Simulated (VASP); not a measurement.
ZnS (Wurtzite-2H):

```
Zn S
1.0
     3.81100    0.00000    0.00000
    -1.90550    3.30042    0.00000
     0.00000    0.00000    6.23400
Zn S
2 2
Cartesian
  1.9055 1.1001 3.1170
  0.0000 2.2003 0.0000
  1.9055 1.1001 5.5171
  0.0000 2.2003 2.4001
```

* Program: VASP 6.6.1
* Task: relaxation of cell and atoms
* Functional: PBE
* Potentials or basis: VASP PAW PBE potentials, release 64 (Zn_GW, S_GW)
* Cutoff: 630 eV
* k mesh: 8 × 8 × 5
* Occupations: fermi-dirac, width 0.05 eV
* Spin: no spin polarisation

At the start: pressure 2.4 GPa; volume 19.60 Å³/atom.

Question: How do energy, volume and symmetry change on relaxing?

Answer: Over 8 steps the energy falls by 9.4 meV/atom and the volume is 20.23 Å³/atom (+3.2 %); space group P6_3mc (No. 186, to 0.05 Å).

The path:
| step | energy change (eV) | largest force (eV/Å) | pressure (GPa) | volume (Å³) |
| --- | --- | --- | --- | --- |
| 1 | 0.0000 | 0.3214 | 2.41 | 78.41 |
| 2 | -0.0304 | 0.0910 | -0.84 | 81.80 |
| 3 | -0.0316 | 0.1307 | -0.31 | 81.20 |
| 4 | -0.0348 | 0.0700 | 0.01 | 80.93 |
| 5 | -0.0360 | 0.0220 | 0.20 | 80.73 |
| 6 | -0.0362 | 0.0023 | 0.19 | 80.66 |
| 7 | -0.0377 | 0.0029 | 0.06 | 80.83 |
| 8 | -0.0378 | 0.0027 | -0.02 | 80.92 |

Final structure:
```cif
data_structure
_symmetry_space_group_name_H-M 'P 1'
_symmetry_Int_Tables_number 1
_cell_length_a 3.8474
_cell_length_b 3.8474
_cell_length_c 6.3124
_cell_angle_alpha 90.000
_cell_angle_beta 90.000
_cell_angle_gamma 120.000
_cell_volume 80.92
loop_
_atom_site_label
_atom_site_type_symbol
_atom_site_fract_x
_atom_site_fract_y
_atom_site_fract_z
_atom_site_occupancy
Zn1 Zn 0.66667 0.33333 0.50522 1
Zn2 Zn 0.33333 0.66667 0.00522 1
S1 S 0.66667 0.33333 0.87978 1
S2 S 0.33333 0.66667 0.37978 1
```
